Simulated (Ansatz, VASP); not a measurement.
**One calculation of Au, two programs**

```
Au
1.0
     2.97363    0.00000    0.00000
    -1.48681    2.57524    0.00000
     0.00000    0.00000    4.98768
Au
2
Cartesian
  0.0000 1.7168 1.2469
  1.4868 0.8584 3.7408
```

Alike in both runs: task single point; functional revPBE; k mesh 14 × 14 × 7; occupations fermi-dirac, width 0.1 eV; no spin polarisation.

```csv
,VASP,Ansatz
version,VASP 6.6.1,Ansatz 0.2.0
potentials or method,"VASP PAW PBE potentials, release 64 (Au)","plane waves (420 eV) with PAW, scalar-relativistic"
plane-wave cutoff (eV),520,420
valence electrons in the cell,22,38
```

|  | VASP | Ansatz | Ansatz less VASP |
| --- | --- | --- | --- |
| pressure (GPa) | -4.2 | -4.1 | +0.16 |
| largest component of the traceless stress (GPa) | 0.10 | 0.08 | -0.020 |

The two sets of potentials don't hold the same shells in valence.

Caveats: the PAW data sets were made with another functional, which shifts forces and pressure a little (VASP). Spin-orbit coupling is left out, which matters for the levels of Au.
